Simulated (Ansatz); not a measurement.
# Al₃Cu: how the energy converges with the cutoff

Al₃Cu, P1, a = 2.756 Å, b = 2.828 Å, c = 7.588 Å, α, β, γ = 89.8°, 89.5°, 89.7°. Ansatz: r2SCAN, PAW, cutoff varied, Γ-centred 10×10×4 mesh on 4 atoms, Gaussian smearing 0.10 eV; no spin polarisation. Single points at one geometry with displaced atoms, the cutoff alone changed; ΔE is the energy at zero smearing over the run at 600 eV. The runs up to 350 eV lie under the cutoff recommended for these PAW datasets.

```
cutoff (eV)  ΔE (meV/atom)
        200              ?
        250         704.43
        300          85.18
        350           8.73
        500           0.31
```

Assume ΔE falls exponentially with the cutoff, fit y = ln ΔE against x, the cutoff in eV, to the other rows, and predict the missing value.

y = 6.557, 4.445, 2.167, -1.171. Means x = 350.0, y = 2.9995; Σ(Δx)² = 35000, ΣΔxΔy = -1054; the slope is their ratio. y = 13.54 − 0.03010 x, a factor of ten per 76 eV. At 200 eV this gives ΔE = 1844.57 meV/atom. The run gave 4091.41, a ratio of 0.45. Between neighbouring rows the decay runs from a factor of ten per 51 eV to one per 103 eV, so one exponential is only a rough guide. The fast fall gives way to a slow tail, so a fit to low cutoffs promises convergence too early.

Cost: 6 runs of about 6.2 core-minutes in all, on AMD EPYC (Zen 3) (shared hosts).